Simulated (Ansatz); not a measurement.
**Molybdenum, diamond under revPBE: structure, energy and stiffness, part 1 of 2**

The plan for molybdenum in the diamond structure: relax it, solve it on a dense k-mesh, then scale the cell to 7 volumes from 88 to 112 % of the relaxed one and try a fit of the equation of state. Spin polarisation is left out. The k-meshes are 10×10×10 for the relaxation; 16×16×16 for the dense run; 11×11×11 for the volumes.

This is Mo in the diamond structure; at room conditions it is bcc.

Method: DFT revPBE, plane waves (420 eV) with PAW, scalar-relativistic; the PAW data stem from PBE, with regenerated cores, in Ansatz 0.2.0.

## Step 1: The structure to begin with

The structure is cubic, space group Fd-3m (No. 227). Conventional cell: a = 5.522 Å, b = 5.522 Å, c = 5.522 Å, α = 90.00°, β = 90.00°, γ = 90.00°. Mo (site symmetry -43m) is surrounded by 4 Mo at 2.39 Å.

Coordinates:

```cif
data_structure
_symmetry_space_group_name_H-M 'Fd-3m:1'
_symmetry_Int_Tables_number 227
_cell_length_a 5.5217
_cell_length_b 5.5217
_cell_length_c 5.5217
_cell_angle_alpha 90.000
_cell_angle_beta 90.000
_cell_angle_gamma 90.000
_cell_volume 168.35
loop_
_atom_site_label
_atom_site_type_symbol
_atom_site_symmetry_multiplicity
_atom_site_Wyckoff_symbol
_atom_site_fract_x
_atom_site_fract_y
_atom_site_fract_z
_atom_site_occupancy
Mo1 Mo 8 b 0.75000 0.75000 0.75000 1
```

## Step 2: Relaxing cell and atoms

Contents of input.yaml:

```yaml
crystal:
  lattice:
    - [0.0, 2.7608283082, 2.7608283082]
    - [2.7608283082, 0.0, 2.7608283082]
    - [2.7608283082, 2.7608283082, 0.0]
  atoms:
    - { symbol: Mo, position: [0.125, 0.125, 0.125] }
    - { symbol: Mo, position: [0.875, 0.875, 0.875] }
hamiltonian:
  xc: revpbe
  pseudopotentials:
    kind: paw
    azcp:
      Mo: "pseudopotentials/Mo.paw.azcp"
basis:
  ecutwfc: 420
  fft_grid_basis: typed
kpoints:
  mp_grid: { grid: [10, 10, 10], shift: [0, 0, 0] }
magnetization:
  spin_polarized: false
scf:
  occupations: { method: fermi_dirac, width: 0.1 }
relax:
  max_steps: 60
  f_tol: 0.01
  cell: {}
```

Command:

```sh
$ ansatz run input.yaml --threads 2 --pin off --max-ram 5120MiB --backend cpu --events-out ev --progress --plain --runs-dir out
```

Standard output:

```text
Warning: RAYON_NUM_THREADS=2 ignored (pool sized by the plan → 2); use --threads N
Engine: ansatz 0.2.0, x86_64-unknown-linux-gnu
Pseudopotentials: kind: paw
Pseudopotential: Mo, paw, valence charge 14, recommended cutoff 420 eV (normal), <dir>
Functional definition: revPBE
  parameter kappa = 1.245
  parameter beta = 0.06672455060314922
  exchange = pbe_x(kappa = kappa, mu = beta*pi^2/3)
  correlation = pbe_c(beta = beta)
Crystal: 2 atoms, lattice volume = 42.087 Å³
Basis set: ecut = 420 eV, 869 PW (Γ), exchange–correlation on 54×54×54 points (8 copies of the dense FFT grid, shifted against one another)
Bands: 18, of which v1, the nominal top of the filled ones, is band 14 counted from 1 (13 counted from 0)
Symmetry: 48 space group operations
Space group: Fd-3m (ITA 227), of the structure as read, at distance tolerance 3.5e-5 Å
k-points: 47 of 1000
Non-local potential: Mo, projectors of the file, l = 0: 3, l = 1: 2, l = 2: 2, l = 3: 1
PAW form: soft (Blöchl's): semilocal exchange-correlation on the pseudo side does not see the compensation charge
PAW frozen core: Mo, regenerated for the run's functional, and the local potential with it (the file was generated under x = pbe(κ = 0.804, μ = 0.2195149727645171), c = pbe(β = 0.06672455060314922))
PAW one-centre angular grid: Mo, 590 points (default); XC on 64 Gauss nodes
Initial density: superposition of atomic densities (neutral atoms: chi_scale 0, normalization atom), corrected by the library's trained network
Initial wavefunctions: pseudopotential atomic-orbital guess
Functional: x = revpbe(κ = 1.245, μ = 0.2195149727645171), c = pbe(β = 0.06672455060314922)
SCF iter   1: F=—  HF=-9917.498522 eV  |F-HF|=—  |Δ(HF+E_count)|=         —  Δρ=6.84e-3  dr2=6.22e-3  ethr=1.77e-3  ⟨swp⟩=5.0  Hψ=3925  notcnv=0
preconditioner: auto → Kerker (q_TF=auto, 2.549 Å⁻¹)  [metal: Δε(μ)=0.047 eV  Ē_g=3.985 eV  σ=0.100 eV  W_gap=0.12  n_scr=14 (ndim 8)  ℏωp=19.8 eV  f_vac=0.000  D(μ)=2.39/eV (n_scr^D=14)]
SCF iter   2: F=—  HF=-9917.500746 eV  |F-HF|=—  |Δ(HF+E_count)|=   2.22e-3  Δρ=3.96e-3  dr2=2.35e-3  ethr=2.22e-5  ⟨swp⟩=1.5  Hψ=1282  notcnv=0
SCF iter   3: F=—  HF=-9917.501641 eV  |F-HF|=—  |Δ(HF+E_count)|=   8.95e-4  Δρ=3.27e-4  dr2=3.18e-5  ethr=8.39e-6  ⟨swp⟩=2.3  Hψ=1231  notcnv=0
SCF iter   4: F=—  HF=-9917.501665 eV  |F-HF|=—  |Δ(HF+E_count)|=   2.40e-5  Δρ=6.07e-5  dr2=1.36e-6  ethr=1.14e-7  ⟨swp⟩=2.5  Hψ=1332  notcnv=0
SCF iter   5: F=—  HF=-9917.501666 eV  |F-HF|=—  |Δ(HF+E_count)|=   4.48e-7  Δρ=2.63e-5  dr2=3.00e-7  ethr=4.87e-9  ⟨swp⟩=2.3  Hψ=1030  notcnv=0
SCF iter   6: F=-9917.501666 eV  HF=-9917.501666 eV  |F-HF|=9.43e-9  |Δ(HF+E_count)|=   9.32e-8  Δρ=4.27e-6  dr2=7.02e-9  ethr=3.57e-10  ⟨swp⟩=4.0  Hψ=2685  notcnv=0
SCF 1 converged in 6 iterations: F = -9917.501666 eV  dr2 = 7.02e-9
relax step   1: F+E_penalty+E_count = -9917.50166598 eV  Δ(F+E_penalty+E_count) = +0.000e0 eV  max|allowed force component| = 5.551e-17 eV/Å  Δτ_max = 0.0000 Å  P = +13.080 GPa  Ω = 42.087 Å³  (6 SCF iters, dr2 threshold 1.00e-7 eV, accepted)
Crystal: 2 atoms, lattice volume = 47.463 Å³
Basis set: ecut = 420 eV, 941 PW (Γ), exchange–correlation on 54×54×54 points (8 copies of the dense FFT grid, shifted against one another)
Initial density: handed on by an earlier stage of this run
Initial wavefunctions: those handed on with the density
iter 1 solved again at ethr=4.04e-5 eV; its pass at ethr=3.10e-3 eV (dr2=1.13e-2 eV) is discarded
SCF iter   1: F=—  HF=-9917.671114 eV  |F-HF|=—  |Δ(HF+E_count)|=         —  Δρ=4.29e-3  dr2=1.07e-2  ethr=4.04e-5  ⟨swp⟩=2.0  Hψ=5461  notcnv=0
preconditioner: auto → Kerker (q_TF=auto, 2.499 Å⁻¹)  [metal: Δε(μ)=0.050 eV  Ē_g=3.485 eV  σ=0.100 eV  W_gap=0.12  n_scr=14 (ndim 8)  ℏωp=18.7 eV  f_vac=0.000  D(μ)=2.97/eV (n_scr^D=26)]
SCF iter   2: F=—  HF=-9917.670741 eV  |F-HF|=—  |Δ(HF+E_count)|=   3.72e-4  Δρ=2.28e-3  dr2=3.50e-3  ethr=3.82e-5  ⟨swp⟩=1.2  Hψ=897  notcnv=0
SCF iter   3: F=—  HF=-9917.670320 eV  |F-HF|=—  |Δ(HF+E_count)|=   4.22e-4  Δρ=4.33e-4  dr2=1.80e-4  ethr=1.25e-5  ⟨swp⟩=2.0  Hψ=1121  notcnv=0
SCF iter   4: F=—  HF=-9917.670327 eV  |F-HF|=—  |Δ(HF+E_count)|=   7.18e-6  Δρ=1.33e-4  dr2=7.53e-6  ethr=6.42e-7  ⟨swp⟩=2.0  Hψ=1127  notcnv=0
SCF iter   5: F=—  HF=-9917.670333 eV  |F-HF|=—  |Δ(HF+E_count)|=   6.54e-6  Δρ=3.03e-5  dr2=4.71e-7  ethr=2.69e-8  ⟨swp⟩=2.1  Hψ=1141  notcnv=0
SCF iter   6: F=-9917.670334 eV  HF=-9917.670334 eV  |F-HF|=8.19e-9  |Δ(HF+E_count)|=   4.85e-7  Δρ=4.20e-6  dr2=6.95e-9  ethr=7.14e-10  ⟨swp⟩=4.0  Hψ=2704  notcnv=0
SCF 2 converged in 6 iterations: F = -9917.670334 eV  dr2 = 6.95e-9
relax step   2: F+E_penalty+E_count = -9917.67033395 eV  Δ(F+E_penalty+E_count) = -1.687e-1 eV  max|allowed force component| = 4.441e-16 eV/Å  Δτ_max = 0.0000 Å  P = -1.518 GPa  Ω = 47.463 Å³  energy of the carried Pulay correction = -1.258e-3 eV  (6 SCF iters, dr2 threshold 2.00e-7 eV, accepted)
Crystal: 2 atoms, lattice volume = 46.841 Å³
iter 1 solved again at ethr=3.24e-7 eV; its pass at ethr=3.10e-3 eV (dr2=9.08e-5 eV) is discarded
SCF iter   1: F=—  HF=-9917.673889 eV  |F-HF|=—  |Δ(HF+E_count)|=         —  Δρ=4.15e-4  dr2=8.38e-5  ethr=3.24e-7  ⟨swp⟩=3.2  Hψ=5418  notcnv=0
preconditioner: auto → Kerker (q_TF=auto, 2.504 Å⁻¹)  [metal: Δε(μ)=0.018 eV  Ē_g=3.533 eV  σ=0.100 eV  W_gap=0.04  n_scr=14 (ndim 8)  ℏωp=18.8 eV  f_vac=0.000  D(μ)=2.89/eV (n_scr^D=26)]
SCF iter   2: F=—  HF=-9917.673893 eV  |F-HF|=—  |Δ(HF+E_count)|=   4.02e-6  Δρ=2.22e-4  dr2=2.69e-5  ethr=2.99e-7  ⟨swp⟩=1.1  Hψ=878  notcnv=0
SCF iter   3: F=—  HF=-9917.673892 eV  |F-HF|=—  |Δ(HF+E_count)|=   1.02e-6  Δρ=4.04e-5  dr2=1.53e-6  ethr=9.62e-8  ⟨swp⟩=2.0  Hψ=1115  notcnv=0
iter 4 did not close the SCF: its close was put off for the readings that it lacked (scf_convergence_deferred on its scf_iter line)
SCF iter   4: F=-9917.673892 eV  HF=-9917.673892 eV  |F-HF|=4.38e-8  |Δ(HF+E_count)|=   3.20e-8  Δρ=1.38e-5  dr2=6.48e-8  ethr=5.48e-9  ⟨swp⟩=2.0  Hψ=1126  notcnv=0
iter 5 did not close the SCF: its close was put off for the readings that it lacked (scf_convergence_deferred on its scf_iter line)
SCF iter   5: F=-9917.673892 eV  HF=-9917.673892 eV  |F-HF|=3.79e-9  |Δ(HF+E_count)|=   4.82e-8  Δρ=3.24e-6  dr2=5.99e-9  ethr=2.32e-10  ⟨swp⟩=2.0  Hψ=1149  notcnv=0
SCF iter   6: F=-9917.673892 eV  HF=-9917.673892 eV  |F-HF|=8.55e-11  |Δ(HF+E_count)|=   5.22e-9  Δρ=3.87e-7  dr2=3.93e-11  ethr=2.14e-11  ⟨swp⟩=1.4  Hψ=2217  notcnv=0
SCF 3 converged in 6 iterations: F = -9917.673892 eV  dr2 = 3.93e-11
relax step   3: F+E_penalty+E_count = -9917.67389157 eV  Δ(F+E_penalty+E_count) = -3.558e-3 eV  max|allowed force component| = 3.238e-16 eV/Å  Δτ_max = 0.0000 Å  P = -0.231 GPa  Ω = 46.841 Å³  energy of the carried Pulay correction = -1.120e-3 eV  (6 SCF iters, dr2 threshold 2.00e-7 eV, accepted)
Crystal: 2 atoms, lattice volume = 46.731 Å³
iter 1 solved again at ethr=1.25e-8 eV; its pass at ethr=3.10e-3 eV (dr2=3.49e-6 eV) is discarded
SCF iter   1: F=—  HF=-9917.673993 eV  |F-HF|=—  |Δ(HF+E_count)|=         —  Δρ=7.51e-5  dr2=2.80e-6  ethr=1.25e-8  ⟨swp⟩=3.9  Hψ=5412  notcnv=0
preconditioner: auto → Kerker (q_TF=auto, 2.505 Å⁻¹)  [metal: Δε(μ)=0.018 eV  Ē_g=3.543 eV  σ=0.100 eV  W_gap=0.04  n_scr=14 (ndim 8)  ℏωp=18.8 eV  f_vac=0.000  D(μ)=2.88/eV (n_scr^D=26)]
SCF iter   2: F=—  HF=-9917.673994 eV  |F-HF|=—  |Δ(HF+E_count)|=   6.23e-7  Δρ=4.02e-5  dr2=9.11e-7  ethr=9.98e-9  ⟨swp⟩=1.1  Hψ=865  notcnv=0
iter 3 did not close the SCF: its close was put off for the readings that it lacked (scf_convergence_deferred on its scf_iter line)
SCF iter   3: F=-9917.673994 eV  HF=-9917.673994 eV  |F-HF|=6.53e-9  |Δ(HF+E_count)|=   4.29e-8  Δρ=7.26e-6  dr2=4.71e-8  ethr=3.25e-9  ⟨swp⟩=2.0  Hψ=1118  notcnv=0
iter 4 did not close the SCF: its close was put off for the readings that it lacked (scf_convergence_deferred on its scf_iter line)
SCF iter   4: F=-9917.673994 eV  HF=-9917.673994 eV  |F-HF|=1.46e-9  |Δ(HF+E_count)|=   1.69e-9  Δρ=2.22e-6  dr2=1.85e-9  ethr=1.68e-10  ⟨swp⟩=2.0  Hψ=1130  notcnv=0
iter 5 did not close the SCF: its close was put off for the readings that it lacked (scf_convergence_deferred on its scf_iter line)
SCF iter   5: F=-9917.673994 eV  HF=-9917.673994 eV  |F-HF|=9.28e-11  |Δ(HF+E_count)|=   1.57e-9  Δρ=5.31e-7  dr2=1.54e-10  ethr=6.60e-12  ⟨swp⟩=2.1  Hψ=1145  notcnv=0
SCF iter   6: F=-9917.673994 eV  HF=-9917.673994 eV  |F-HF|=3.64e-12  |Δ(HF+E_count)|=  1.31e-10  Δρ=6.67e-8  dr2=1.64e-12  ethr=1.00e-12  ⟨swp⟩=1.0  Hψ=2171  notcnv=0
SCF 4 converged in 6 iterations: F = -9917.673994 eV  dr2 = 1.64e-12
relax step   4: F+E_penalty+E_count = -9917.67399374 eV  Δ(F+E_penalty+E_count) = -1.022e-4 eV  max|allowed force component| = 3.886e-16 eV/Å  Δτ_max = 0.0000 Å  P = +0.005 GPa  Ω = 46.731 Å³  energy of the carried Pulay correction = -1.096e-3 eV  (6 SCF iters, dr2 threshold 1.33e-7 eV, accepted)
Basis set: ecut = 420 eV, 941 PW (Γ), exchange–correlation on 60×60×60 points (8 copies of the dense FFT grid, shifted against one another)
Initial wavefunctions: pseudopotential atomic-orbital guess (no wavefunctions were taken with the density)
iter 1 solved again at ethr=1.55e-7 eV; its pass at ethr=3.10e-3 eV (dr2=4.35e-5 eV) is discarded
SCF iter   1: F=—  HF=-9917.674807 eV  |F-HF|=—  |Δ(HF+E_count)|=         —  Δρ=2.57e-4  dr2=2.74e-6  ethr=1.55e-7  ⟨swp⟩=3.0  Hψ=5842  notcnv=0
SCF iter   2: F=—  HF=-9917.674919 eV  |F-HF|=—  |Δ(HF+E_count)|=   1.13e-4  Δρ=1.33e-4  dr2=7.18e-7  ethr=9.79e-9  ⟨swp⟩=1.5  Hψ=1130  notcnv=0
SCF iter   3: F=—  HF=-9917.674958 eV  |F-HF|=—  |Δ(HF+E_count)|=   3.89e-5  Δρ=4.02e-6  dr2=1.86e-9  ethr=2.56e-9  ⟨swp⟩=2.9  Hψ=1511  notcnv=0
SCF iter   4: F=—  HF=-9917.674958 eV  |F-HF|=—  |Δ(HF+E_count)|=   2.00e-9  Δρ=7.15e-7  dr2=1.77e-10  ethr=6.64e-12  ⟨swp⟩=2.0  Hψ=1130  notcnv=0
iter 5 did not close the SCF: its close was put off for the readings that it lacked (scf_convergence_deferred on its scf_iter line)
SCF iter   5: F=-9917.674958 eV  HF=-9917.674958 eV  |F-HF|=3.64e-12  |Δ(HF+E_count)|=  2.18e-11  Δρ=1.09e-7  dr2=9.62e-12  ethr=1.00e-12  ⟨swp⟩=2.0  Hψ=1023  notcnv=0
SCF iter   6: F=-9917.674958 eV  HF=-9917.674958 eV  |F-HF|=0.00e0  |Δ(HF+E_count)|=    0.00e0  Δρ=3.66e-8  dr2=9.46e-13  ethr=1.00e-12  ⟨swp⟩=4.0  Hψ=3333  notcnv=0
SCF 5 converged in 6 iterations: F = -9917.674958 eV  dr2 = 9.46e-13
relax step   5: F+E_penalty+E_count = -9917.67495833 eV  Δ(F+E_penalty+E_count) = -9.646e-4 eV  max|allowed force component| = 3.886e-16 eV/Å  Δτ_max = 0.0000 Å  P = -0.002 GPa  Ω = 46.731 Å³  stress off target by 1.63e-3 GPa  SCF on the basis re-selected at this cell (its energy is not comparable with the rows above)  (6 SCF iters)
basis re-selected at this cell: Δ(F+E_penalty+E_count) = -9.646e-4 eV, ΔP = -0.007 GPa vs the last step (what re-selecting the basis moved, of the pressure what is left beyond the Pulay correction that the steps carried, after the strain that the cell walked since its last selection, with what the two solves' SCF thresholds leave and, on support functions, any second-order correction that the steps lacked; it is no measure of the basis error at this ecutwfc). The dense FFT grid was sized anew with the basis: this SCF ran on 30×30×30 points, the steps before it on 27×27×27, so part of this shift can come from that change (see relax.cell in the input reference). This SCF's stress stands 1.63e-3 GPa from its target on what of the cell is left free (relax.cell.stress_tol is 5.00e-2 GPa) and its largest allowed force component is 3.89e-16 eV/Å (relax.f_tol is 1.00e-2 eV/Å): within both
SCF converged after 6 iterations
Free energy (F): -9917.674958 eV
Harris-Foulkes:  -9917.674958 eV  (|F-HF|=0.00e0)
Internal energy: -9917.580408 eV  (E = F + TS)
E sigma→0 (E₀):  -9917.627683 eV
Entropy (-TS):   -0.094550 eV (-47.275 meV/atom)
Fermi energy:    12.457090 eV
--- Per-component energies (eV) ---
  E_band       = -323.183491
  E_kinetic    = 883.084471
  E_local      = -2556.586403  (includes V_loc(G=0)·N_el)
  E_nonlocal   = 293.124058
  E_hartree    = 900.515423
  E_xc         = -363.594117
  E_vxc        = -452.912007  (∫ρ·V_xc dr)
  E_paw        = -6414.999063  (= ΣΔE_a)
  E_vpaw       = -290.924572  (= ΣTr[D̂ρ^β])
  E_aug_tail   = 0.000089  (compensation charges beyond the density's cutoff)
  E_ewald      = -2658.993690
  E_core_change = -0.131176  (= ΣΔE_core)
  E_smearing   = -0.094550  (= −TS)
  E_closure    = -0.000000  (closes the sum)
  Σ components = -9917.674958   (vs F -9917.674958, Δ=0.00e0)
--- Forces (eV/Å), atoms counted from 1 ---
  atom   1  Mo    -0.00000000    -0.00000000    -0.00000000
  atom   2  Mo     0.00000000     0.00000000     0.00000000
  max |Σ_I F_I| component: 5.55e-17 eV/Å
--- Stress (GPa, compression-positive) ---
       -0.001629       0.000000       0.000000
        0.000000      -0.001629      -0.000000
        0.000000      -0.000000      -0.001629
  P = ⅓ Tr σ = -0.0016 GPa (-0.016 kbar)
--- Relaxed structure (4 steps of the walk, 4 accepted, 1 SCFs on fresh bases) ---
  F+E_penalty+E_count = -9917.67495833 eV   max|allowed force component| = 3.886e-16 eV/Å   (the final SCF, on the basis selected at the relaxed cell)
  cell:  # Å, volume = 46.7309 Å³
    - [3.668667863684825e-33, 2.8588492987274057, 2.8588492987274057]
    - [2.8588492987274057, 9.171669659212061e-33, 2.8588492987274057]
    - [2.8588492987274057, 2.8588492987274057, 3.464852982369001e-33]
  atoms:
    - { symbol: Mo, position: [0.125, 0.125, 0.125] }
    - { symbol: Mo, position: [0.8749999999999999, 0.8749999999999999, 0.8749999999999999] }
```

Wall time 5.5 s (2 threads of Intel Xeon Platinum 8488C (Sapphire Rapids), shared host); peak memory 0.37 GiB.

Relaxation path:

```
step  energy change (meV/atom)  largest force (eV/Å)  pressure (GPa)  volume (Å³/atom)
   1                      0.00                0.0000           13.08            21.044
   2                    -84.33                0.0000           -1.52            23.731
   3                    -86.11                0.0000           -0.23            23.420
   4                    -86.16                0.0000            0.01            23.365
   5                    -86.65                0.0000            0.00            23.365
```

Steps that repeat a cell are solved on a basis chosen anew, so their changes of energy are no gain of the relaxation.

Changes in the cell that was computed:

|  | before | after | change |
| --- | --- | --- | --- |
| a (Å) | 3.904 | 4.043 | +3.6 % |
| b (Å) | 3.904 | 4.043 | +3.6 % |
| c (Å) | 3.904 | 4.043 | +3.6 % |
| volume (Å³/atom) | 21.044 | 23.365 | +11.0 % |
| shortest distance (Å) | 2.391 | 2.476 | +3.6 % |
| space group (spins left aside) | Fd-3m | Fd-3m | same |

## Step 3: Dense single point

Contents of input.yaml:

```yaml
crystal:
  lattice:
    - [0.0, 2.8588492987, 2.8588492987]
    - [2.8588492987, 0.0, 2.8588492987]
    - [2.8588492987, 2.8588492987, 0.0]
  atoms:
    - { symbol: Mo, position: [0.125, 0.125, 0.125] }
    - { symbol: Mo, position: [0.875, 0.875, 0.875] }
hamiltonian:
  xc: revpbe
  pseudopotentials:
    kind: paw
    azcp:
      Mo: "pseudopotentials/Mo.paw.azcp"
basis:
  ecutwfc: 420
  fft_grid_basis: typed
kpoints:
  mp_grid: { grid: [16, 16, 16], shift: [0, 0, 0] }
magnetization:
  spin_polarized: false
scf:
  occupations: { method: fermi_dirac, width: 0.1 }
```

Command:

```sh
$ ansatz run input.yaml --threads 2 --pin off --max-ram 5120MiB --backend cpu --events-out ev --progress --plain --runs-dir out
```

Standard output, shortened:

```text
Warning: RAYON_NUM_THREADS=2 ignored (pool sized by the plan → 2); use --threads N
[...]
Pseudopotentials: kind: paw
Pseudopotential: Mo, paw, valence charge 14, recommended cutoff 420 eV (normal), <dir>
Functional definition: revPBE
[...]
Crystal: 2 atoms, lattice volume = 46.731 Å³
Basis set: ecut = 420 eV, 941 PW (Γ)
Bands: 18, of which v1, the nominal top of the filled ones, is band 14 counted from 1 (13 counted from 0)
Symmetry: 48 space group operations
Space group: Fd-3m (ITA 227), of the structure as read, at distance tolerance 3.6e-5 Å
k-points: 145 of 4096
[...]
SCF iter   1: F=—  HF=-9917.673048 eV  |F-HF|=—  |Δ(HF+E_count)|=         —  Δρ=5.34e-3  dr2=4.29e-3  ethr=1.77e-3  ⟨swp⟩=5.0  Hψ=11870  notcnv=0
[...]
SCF iter   6: F=-9917.675289 eV  HF=-9917.675289 eV  |F-HF|=7.58e-9  |Δ(HF+E_count)|=   9.21e-8  Δρ=4.82e-6  dr2=1.21e-8  ethr=3.57e-10  ⟨swp⟩=2.0  Hψ=5239  notcnv=0
[...]
SCF converged after 6 iterations
Free energy (F): -9917.675289 eV
[...]
E sigma→0 (E₀):  -9917.628982 eV
Entropy (-TS):   -0.092614 eV (-46.307 meV/atom)
Fermi energy:    12.460226 eV
[...]
```

Run time: 2.3 s. Hardware: 2 threads of Intel Xeon Platinum 8488C (Sapphire Rapids), shared host; peak memory 0.39 GiB.

(Continued in part 2 of 2.)
